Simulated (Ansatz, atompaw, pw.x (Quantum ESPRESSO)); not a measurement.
## pw.x on bcc Zr: one setting changed

Potential: PAW, atompaw 4.2.0.5, PBEsol; core [Ar] 3d10 4s2, reference 4p6 4d2 5s2 5p0; waves: 5s (bound): rc 3.00 bohr; 5s channel at 1.25 Ry: rc 3.00 bohr; 4p (bound): rc 2.25 bohr; 5p (bound, empty): rc 3.00 bohr; 4d (bound): rc 3.00 bohr; 4d channel at 0.25 Ry: rc 1.90 bohr; 4f channel at 0.15 Ry: rc 3.00 bohr; local part: bessel scheme, radius 2.80 bohr; core correction: smooth core density matched at 2.90 bohr; augmentation: besselshape compensation charge, radius 2.45 bohr; PAW radius 3.00 bohr; waves and projectors: custom rrkj gramschmidtortho.

The reference run (k-mesh 13³, cutoffs 40/400 Ry, Fermi–Dirac 0.01 Ry, mixing_beta 0.4, conv_thr 1e-9, no spin) gives -0.40 GPa at 22.176 Å³/atom, where all-electron LAPW gives -0.86 GPa. This run, with its own iteration cap, changes diagonalization to rmm-davidson.

```
&control
  calculation='scf', prefix='x', pseudo_dir='./', outdir='./tmp', tstress=.true., disk_io='none'
/
&system
  ibrav=0, nat=1, ntyp=1, ecutwfc=40, ecutrho=400, nbnd=12,
  occupations='smearing', smearing='fd', degauss=0.01
/
&electrons
  conv_thr=1e-09, mixing_beta=0.4, electron_maxstep=60, diagonalization='rmm-davidson'
/
ATOMIC_SPECIES
Zr 1.0 Zr.UPF
CELL_PARAMETERS angstrom
  -1.76986880 1.76986880 1.76986880
  1.76986880 -1.76986880 1.76986880
  1.76986880 1.76986880 -1.76986880
ATOMIC_POSITIONS crystal
Zr 0.0000 0.0000 0.0000
K_POINTS automatic
13 13 13 0 0 0
```

```bash
pw.x < Zr.scf.in > Zr.scf.out
```

Problem. How does the run end?

Solution. It converges in 7 iterations; the free energy moves by +0.0 meV/atom and the pressure by +0.02 GPa. The result is that of the reference run.

```
Message from routine setup:
     using ibrav=0 with symmetry is DISCOURAGED, use correct ibrav instead
     lattice parameter (alat)  =       5.7930  a.u.
     unit-cell volume          =     149.6511 (a.u.)^3
     number of electrons       =        10.00
     number of Kohn-Sham states=           12
     kinetic-energy cutoff     =      40.0000  Ry
     charge density cutoff     =     400.0000  Ry
     scf convergence threshold =      1.0E-09
     Exchange-correlation= SLA PW PSX PSC
     number of k points=    84  Fermi-Dirac smearing, width (Ry)=  0.0100
     iteration #  1     ecut=    40.00 Ry     beta= 0.40
     total energy              =    -273.04099335 Ry
     estimated scf accuracy    <       0.01012175 Ry
     iteration #  2     ecut=    40.00 Ry     beta= 0.40
     total energy              =    -273.04509896 Ry
     estimated scf accuracy    <       0.00217572 Ry
     iteration #  3     ecut=    40.00 Ry     beta= 0.40
     total energy              =    -273.04677777 Ry
     estimated scf accuracy    <       0.00087645 Ry
     iteration #  4     ecut=    40.00 Ry     beta= 0.40
     total energy              =    -273.04686196 Ry
     estimated scf accuracy    <       0.00000122 Ry
     iteration #  5     ecut=    40.00 Ry     beta= 0.40
     total energy              =    -273.04689493 Ry
     estimated scf accuracy    <       0.00000037 Ry
     iteration #  6     ecut=    40.00 Ry     beta= 0.40
     total energy              =    -273.04689601 Ry
     estimated scf accuracy    <       0.00000039 Ry
     iteration #  7     ecut=    40.00 Ry     beta= 0.40
     the Fermi energy is    13.1745 ev
!    total energy              =    -273.04689604 Ry
     estimated scf accuracy    <          5.1E-10 Ry
     smearing contrib. (-TS)   =      -0.00792003 Ry
     The total energy is F=E-TS. E is the sum of the following terms:
     one-electron contribution =      -1.60945605 Ry
     hartree contribution      =       7.19243519 Ry
     xc contribution           =      -8.85525871 Ry
     ewald contribution        =     -54.40514592 Ry
     one-center paw contrib.   =    -215.36155051 Ry
     convergence has been achieved in   7 iterations
          total   stress  (Ry/bohr**3)                   (kbar)     P=       -3.78
     Message from routine punch:
     Nothing written, as per user request (disk_io='none')
```

The run took about 14 s on one core of a shared host (Intel(R) Xeon(R) Platinum 8488C, 96 threads, 744 GiB, load 27).
